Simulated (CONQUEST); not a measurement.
# WS2 in CONQUEST: convergence with smearing width

Aim: find how far smearing width must go before the results for WS2 settle, at PBE. This setting moves, with any that are tied to it; all else stays.

Everything below comes from runs of CONQUEST 1.3. Logs are shortened: lines on timing, memory, paths and dates and some standing lists are left out, and cuts for length are marked.

## 1. Starting point

The cell holds a slab with vacuum, 12 atoms: a = 3.184 Å, b = 5.514 Å, c = 35.070 Å, α = 90.00°, β = 90.00°, γ = 90.00°.

## 2. With smearing width 0.4 eV

File Conquest_input:

```
IO.Title WS2
IO.Coordinates coords.dat
IO.FractionalAtomicCoords T
IO.Iprint 2
IO.Iprint_init 1
General.NumberOfSpecies 2
General.PseudopotentialType hamann
AtomMove.TypeOfRun static
AtomMove.FullStress T
Grid.GridCutoff 120
DM.SolutionMethod diagon
Diag.MPMesh T
Diag.GammaCentred T
Diag.MPMeshX 7
Diag.MPMeshY 4
Diag.MPMeshZ 1
Diag.kT 0.01469973
minE.SCTolerance 1e-6
Diag.SmearingType 1
Diag.MPOrder 1
SC.MaxIters 100
IO.AtomChargeOutput T
SC.KerkerPreCondition T
SC.KerkerFactor 0.3
SC.LinearMixingFactor 0.3
%block ChemicalSpeciesLabel
1 32.070 S
2 183.850 W
%endblock
```

File coords.dat:

```
    6.0159740242     0.0000000000     0.0000000000
    0.0000000000    10.4199726677     0.0000000000
    0.0000000000     0.0000000000    66.2717531829
12
  0.0000000050   0.3333333350   0.7861389620 1 T T T
  0.5000000050   0.8333333350   0.7861389620 1 T T T
  0.4999999950   0.1666666650   0.7416712120 2 T T T
  0.9999999950   0.6666666650   0.7416712120 2 T T T
  0.0000000050   0.3333333350   0.6972034630 1 T T T
  0.5000000050   0.8333333350   0.6972034630 1 T T T
  0.0000000050   0.3333333350   0.3027965370 1 T T T
  0.5000000050   0.8333333350   0.3027965370 1 T T T
  0.4999999950   0.1666666650   0.2583287880 2 T T T
  0.9999999950   0.6666666650   0.2583287880 2 T T T
  0.0000000050   0.3333333350   0.2138610380 1 T T T
  0.5000000050   0.8333333350   0.2138610380 1 T T T
```

Potentials or basis: PseudoDojo NC PBE, SZP, grid cutoff 120 Ha.

Run with:

```bash
> OMP_NUM_THREADS=1 Conquest
```

Wall time 6.3 min (1 thread of AMD EPYC (Zen 3), shared host); peak memory 1.4 GiB.

What came out:

| Property | Result |
| --- | --- |
| Free energy | -10663.1218 eV |
| Largest force | 0.979 eV/Å |
| Band gap on the k mesh | 1.72 eV |
| Mulliken charges | S -0.25; W +0.50 e |

## 3. With smearing width 0.3 eV

Conquest_input, as its differences from that of step 2:

```diff
@@ -16,3 +16,3 @@
 Diag.MPMeshZ 1
-Diag.kT 0.01469973
+Diag.kT 0.01102480
 minE.SCTolerance 1e-6
```

coords.dat is that of step 2.

Potentials or basis: PseudoDojo NC PBE, SZP, grid cutoff 120 Ha.

Run with:

```bash
> OMP_NUM_THREADS=1 Conquest
```

It took 6.5 min on 1 thread of AMD EPYC (Zen 3), shared host; peak memory 1.4 GiB.

Results (log left out):

* Free energy: -10663.1291 eV
* Largest force: 0.988 eV/Å
* Band gap on the k mesh: 1.72 eV
* Mulliken charges: S -0.25; W +0.50 e

## 4. With smearing width 0.2 eV

Conquest_input, as its differences from that of step 3:

```diff
@@ -16,3 +16,3 @@
 Diag.MPMeshZ 1
-Diag.kT 0.01102480
+Diag.kT 0.00734986
 minE.SCTolerance 1e-6
```

coords.dat is that of step 3.

Run with:

```bash
> OMP_NUM_THREADS=1 Conquest
```

Run time: 6.5 min. Hardware: 1 thread of AMD EPYC (Zen 3), shared host; peak memory 1.4 GiB.

Results (log left out):

```
Free energy            : -10663.1338 eV
Largest force          : 0.998 eV/Å
Band gap on the k mesh : 1.72 eV
Mulliken charges       : S -0.25; W +0.50 e
```

## 5. With smearing width 0.1 eV

Conquest_input, as its differences from that of step 4:

```diff
@@ -16,3 +16,3 @@
 Diag.MPMeshZ 1
-Diag.kT 0.00734986
+Diag.kT 0.00367493
 minE.SCTolerance 1e-6
```

coords.dat is that of step 4.

Run with:

```bash
> OMP_NUM_THREADS=1 Conquest
```

It took 7.8 min on 1 thread of AMD EPYC (Zen 3), shared host; peak memory 1.4 GiB.

Results (log left out):

| Quantity | Value |
| --- | --- |
| Free energy | -10663.1345 eV |
| Largest force | 1.003 eV/Å |
| Band gap on the k mesh | 1.72 eV |
| Mulliken charges | S -0.25; W +0.50 e |

## 6. With smearing width 0.05 eV

Conquest_input, as its differences from that of step 5:

```diff
@@ -16,3 +16,3 @@
 Diag.MPMeshZ 1
-Diag.kT 0.00367493
+Diag.kT 0.00183747
 minE.SCTolerance 1e-6
```

coords.dat is that of step 5.

Potentials or basis: PseudoDojo NC PBE, SZP, grid cutoff 120 Ha.

Run with:

```bash
> OMP_NUM_THREADS=1 Conquest
```

Wall time 7 min (1 thread of AMD EPYC (Zen 3), shared host); peak memory 1.4 GiB.

It converged, with:

```yaml
Free_energy: -10663.1347 eV
Largest_force: 1.003 eV/Å
Band_gap_on_the_k_mesh: 1.72 eV
Mulliken_charges: S -0.25; W +0.50 e
```

## 7. With smearing width 0.025 eV

Conquest_input, as its differences from that of step 6:

```diff
@@ -16,3 +16,3 @@
 Diag.MPMeshZ 1
-Diag.kT 0.00183747
+Diag.kT 0.00091873
 minE.SCTolerance 1e-6
```

coords.dat is that of step 6.

Run with:

```bash
> OMP_NUM_THREADS=1 Conquest
```

Run time: 6.3 min. Hardware: 1 thread of AMD EPYC (Zen 3), shared host; peak memory 1.4 GiB.

Results (log left out):

```
Free energy            : -10663.1348 eV
Largest force          : 1.002 eV/Å
Band gap on the k mesh : 1.72 eV
Mulliken charges       : S -0.25; W +0.50 e
```

## 8. With smearing width 0.01 eV

Conquest_input, as its differences from that of step 7:

```diff
@@ -16,3 +16,3 @@
 Diag.MPMeshZ 1
-Diag.kT 0.00091873
+Diag.kT 0.00036749
 minE.SCTolerance 1e-6
```

coords.dat is that of step 7.

Run with:

```bash
> OMP_NUM_THREADS=1 Conquest
```

Wall time 6.9 min (1 thread of AMD EPYC (Zen 3), shared host); peak memory 1.4 GiB.

It converged, with:

- Free energy: -10663.1349 eV
- Largest force: 1.004 eV/Å
- Band gap on the k mesh: 1.72 eV
- Mulliken charges: S -0.25; W +0.50 e

## 9. With smearing width 0.005 eV

Conquest_input, as its differences from that of step 8:

```diff
@@ -16,3 +16,3 @@
 Diag.MPMeshZ 1
-Diag.kT 0.00036749
+Diag.kT 0.00018375
 minE.SCTolerance 1e-6
```

coords.dat is that of step 8.

Potentials or basis: PseudoDojo NC PBE, SZP, grid cutoff 120 Ha.

Run with:

```bash
> OMP_NUM_THREADS=1 Conquest
```

Log:

```text
Simulation cell dimensions:     6.0160 a0 x    10.4200 a0 x    66.2718 a0

      Atomic coordinates (a0)
         Atom         X         Y         Z  Species
            1    0.0000    3.4733   52.0988        1
            2    3.0080    8.6833   52.0988        1
            3    3.0080    1.7367   49.1519        2
            4   -0.0000    6.9466   49.1519        2
            5    0.0000    3.4733   46.2049        1
            6    3.0080    8.6833   46.2049        1
            7    0.0000    3.4733   20.0669        1
            8    3.0080    8.6833   20.0669        1
            9    3.0080    1.7367   17.1199        2
           10   -0.0000    6.9466   17.1199        2
           11    0.0000    3.4733   14.1729        1
           12    3.0080    8.6833   14.1729        1

         Monkhorst-Pack mesh:   7 x   4 x   1 gamma-centred
        This calculation includes non-local pseudopotentials,
         with a maximum core radius of      7.96707561

    Job title: WS2
    Job to be run: static calculation

    Ground state search:
      Support functions represented with PAO basis
      1:1 PAO to SF mapping
      Non-spin-polarised electrons
      Solving for the K matrix using diagonalisation
      Using order  1 Methfessel-Paxton smearing

    Integration grid size:     32 x   60 x  360

    Integration grid spacing:  0.188 a0 x 0.174 a0 x 0.184 a0

    Number of species:  2
    --------------------------------------------------------
    |   #  mass (au)  Charge (e)  SF Rad (a0)  NSF  Label  |
    --------------------------------------------------------
    |   1     32.070       6.000        6.392    9  S      |
    |   2    183.850      14.000        8.272   13  W      |
    --------------------------------------------------------
          SCF tolerance:                 0.00000100
          SCF iterations:               100

    The functional used will be GGA PBE96

           radial cut-off to be used is taken to be max PAO cut-off radius for this species:    6.083497

           greatest ang. mom. for making density from PAOs:  2

           radial cut-off to be used is taken to be max PAO cut-off radius for this species:    7.967076

           greatest ang. mom. for making density from PAOs:  2
    Minimum blocs/proc is    10800. Maximum blocs/proc is    10800
    set_atom_dens: In set_atomic_density, electrons :     104.000000000000
 matrix_size & matrix_size_padH =          124         124

    Screened ion int: energy:    -278.482507484521 Ha

    new_SC_potl: Starting.  Tolerance:  0.10000E-05

[... 16 lines left out ...]
          GroundState Energy (kT --> 0)    :      -391.865114334273642 Ha
          Free Energy (E-TS)               :      -391.865114080651040 Ha
          DFT Total Energy                 :      -391.856558742209586 Ha
          Total number of electrons        :       104.000081330626770
[... 33 lines left out ...]
          Free Energy (E-TS)               :      -391.863046810101480 Ha
          DFT Total Energy                 :      -391.862880862251700 Ha
          Total number of electrons        :       104.000072478759506
    PulayMixSC: Pulay iteration     9 residual:              0.20765E-04
          Harris-Foulkes Energy            :      -391.863015561209409 Ha
          GroundState Energy (kT --> 0)    :      -391.863015054082666 Ha
          Free Energy (E-TS)               :      -391.863014800519238 Ha
          DFT Total Energy                 :      -391.862902392055616 Ha
          Total number of electrons        :       104.000073988026756
    PulayMixSC: Pulay iteration    10 residual:              0.18994E-04
          Harris-Foulkes Energy            :      -391.862920654393804 Ha
          GroundState Energy (kT --> 0)    :      -391.862920147037244 Ha
          Free Energy (E-TS)               :      -391.862919893358935 Ha
          DFT Total Energy                 :      -391.862946310347809 Ha
          Total number of electrons        :       104.000070084288936
[... 24 further cycles ...]
    PulayMixSC: Pulay iteration    35 residual:              0.20989E-05
          Harris-Foulkes Energy            :      -391.862959172769820 Ha
          GroundState Energy (kT --> 0)    :      -391.862958665630629 Ha
          Free Energy (E-TS)               :      -391.862958412061062 Ha
          DFT Total Energy                 :      -391.862994548268944 Ha
          Total number of electrons        :       104.000073460248814
    PulayMixSC: Pulay iteration    36 residual:              0.20182E-05
          Harris-Foulkes Energy            :      -391.862968806637127 Ha
          GroundState Energy (kT --> 0)    :      -391.862968299478382 Ha
          Free Energy (E-TS)               :      -391.862968045899038 Ha
          DFT Total Energy                 :      -391.862994922350879 Ha
          Total number of electrons        :       104.000069795388811
    PulayMixSC: Pulay iteration    37 residual:              0.15573E-05
          Harris-Foulkes Energy            :      -391.862969864275669 Ha
          GroundState Energy (kT --> 0)    :      -391.862969356832650 Ha
          Free Energy (E-TS)               :      -391.862969103111141 Ha
          DFT Total Energy                 :      -391.862995614673821 Ha
[... 23 lines left out ...]
          DFT Total Energy                 :      -391.862995711060591 Ha
          Total number of electrons        :       104.000073884906399
    PulayMixSC: Pulay iteration    42 residual:              0.11350E-05
          Harris-Foulkes Energy            :      -391.862976339462762 Ha
          GroundState Energy (kT --> 0)    :      -391.862975832218183 Ha
          Free Energy (E-TS)               :      -391.862975578595865 Ha
          DFT Total Energy                 :      -391.862995541764633 Ha
          Total number of electrons        :       104.000074823396702
    PulayMixSC: Pulay iteration    43 residual:              0.10342E-05
          Harris-Foulkes Energy            :      -391.862977666059351 Ha
          GroundState Energy (kT --> 0)    :      -391.862977158920216 Ha
          Free Energy (E-TS)               :      -391.862976905350649 Ha
          DFT Total Energy                 :      -391.862995332486037 Ha
          Total number of electrons        :       104.000071890438008
    PulayMixSC: Pulay iteration    44 residual:              0.98227E-06
    PulayMixSC: Reached SCF tolerance of  0.98227E-06 after     44 iterations
      | Number of electrons      =       104.000072
      |* band energy as 2Tr[K.H] =       -91.949477304532394 Ha
      |  screened ion-ion energy =      -278.482507484521193 Ha
      |  Ha correction           =         0.287171512233240 Ha
      |  XC correction           =       -21.718188577632564 Ha
      | GS Energy with kT -> 0   =      -391.862977158920216 Ha
      | Free Energy as E-TS      =      -391.862976905350649 Ha
      |* Harris-Foulkes energy   =      -391.862977666059351 Ha
      |* DFT total energy        =      -391.862995332486037 Ha
      |  estimated accuracy      =         0.000017666426686 Ha

    force: Forces on atoms (Ha/a0)
    force:  Atom   X              Y              Z
    force:     1  -0.0000000139   0.0000148634   0.0194830703
    force:     2  -0.0000000135   0.0000148634   0.0194830703
    force:     3  -0.0000000596   0.0001013050   0.0004838355
    force:     4  -0.0000000621   0.0001013049   0.0004838355
    force:     5  -0.0000000140   0.0000148967  -0.0195013904
    force:     6  -0.0000000135   0.0000148967  -0.0195013904
    force:     7  -0.0000000140   0.0000148967   0.0195013904
    force:     8  -0.0000000135   0.0000148967   0.0195013904
    force:     9  -0.0000000600   0.0001013051  -0.0004838355
    force:    10  -0.0000000623   0.0001013048  -0.0004838355
    force:    11  -0.0000000140   0.0000148634  -0.0194830703
    force:    12  -0.0000000135   0.0000148634  -0.0194830703

    force: Maximum force :        0.01950139(Ha/a0) on atom         6 in z direction
    force: Force Residual:        0.01591790 Ha/a0
    force: Total stress:         -2.25351532     0.00000017     0.00000000 GPa
                            -0.00000004    -2.26139925     0.00000000
                            -0.00000000     0.00000000    -3.27481802
    force: Average pressure:      2.59657753 GPa

    force: Finished force
    get_E_and_F: Change in energy during last step of electronic optimisation: -0.13266E-05

    BIBLIOGRAPHY: Please consider citing the following references in the conquest.bib file

    CONQUEST:         Bowler2002pt, Miyazaki2004, Nakata2020
    Basis:            Bowler2019
    DM:               Bowler:2006xr
    Pseudopotentials: Hamann2013, Bowler2019
    XC functional:    Perdew1996
```

Run time: 7.9 min. Hardware: 1 thread of AMD EPYC (Zen 3), shared host; peak memory 1.4 GiB.

Results:

```
Free energy            : -10663.1348 eV
Largest force          : 1.003 eV/Å
Band gap on the k mesh : 1.72 eV
Mulliken charges       : S -0.25; W +0.50 e
```

## 10. Result

```tsv
smearing width	energy less the tightest run (meV/atom)	largest force (eV/Å)	SCF cycles	CPU time (s)	peak memory (GiB)
0.4 eV	1.08	0.979	35	350	1.4
0.3 eV	0.48	0.988	40	380	1.4
0.2 eV	0.09	0.998	35	350	1.4
0.1 eV	0.03	1.003	47	430	1.4
0.05 eV	0.01	1.003	49	420	1.4
0.025 eV	0.00	1.002	47	370	1.4
0.01 eV	0.00	1.004	46	400	1.4
0.005 eV	0.00	1.003	44	420	1.4
```

Against the tightest run, the energy stays within 1 meV/atom from 0.3 eV on; the largest force stays within 0.005 eV/Å from 0.1 eV on. The tightest run that finished is the yardstick and may itself not be fully converged.

Caveats: the atomic basis is small; spin-orbit coupling is left out, which moves the levels of the heavy elements; the basis of atomic orbitals isn't converged, which shifts pressures, moduli and gaps.
